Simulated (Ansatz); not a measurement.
# KI: an elastic constant from a strain scan

Method: Ansatz, DFT r2SCAN, scalar-relativistic, plane waves, PAW. The runs took a 500 eV cutoff, a Γ-centred 6×6×6 mesh and Gaussian smearing (0.05 eV). No spin polarisation. Energies are free energies at this smearing, counted from the undisturbed cell; pressure is positive in compression.

Reference structure (as given, not relaxed at this level; it stands at 0.2 GPa):

```
K I
1.0
     0.00000    3.52455    3.52455
     3.52455    0.00000    3.52455
     3.52455    3.52455    0.00000
K I
1 1
Cartesian
  0.0000 0.0000 0.0000
  3.5246 3.5246 3.5246
```

The cell is strained by ε times the Voigt pattern (0, 1, 0, 0, 0, 0) (xx, yy, zz, yz, xz, xy; engineering shear) with fractional coordinates fixed. The cell holds 2 atoms in V0 = 87.57 Å³. The stress column is τ = (1/V0) dE/dε, got from the stress tensor σ (compression positive) at each point as −det(1 + εP) σ : P(1 + εP)⁻¹, with P the pattern as a tensor.

```csv
ε,ΔE (meV/atom),τ (GPa)
-0.0400,11.410,-2.003
-0.0300,6.678,-1.472
-0.0200,3.307,-1.005
-0.0100,1.132,-0.596
0.0000,0.000,-0.239
0.0100,-0.214,0.073
0.0200,0.363,0.343
0.0300,1.624,0.576
0.0350,2.483,0.679
0.0400,?,?
```

Q: Which combination of elastic constants does this scan measure, and how large is it?

A: For small ε, τ = τ0 + Kε with K = pᵀCp, which for this pattern is C11 in the cubic axes. The parabola through τ at ε = -0.0100, 0 and 0.0100 has slope K = 33 GPa at zero. The energies per cell, E = NΔE, of the same two points give K = 2[E(ε₊)/ε₊ − E(ε₋)/ε₋]/[(ε₊ − ε₋)V0] = 34 GPa, in agreement.

Q: Predict the withheld row at ε = 0.0400 from the harmonic law, and compare.

A: ΔE = V0(τ0 ε + Kε²/2)/N = 4.701 meV/atom and τ = 1.10 GPa. The calculation gives 3.478 meV/atom and 0.78 GPa: the energy lies 26 % below the harmonic value, as bonds soften when stretched.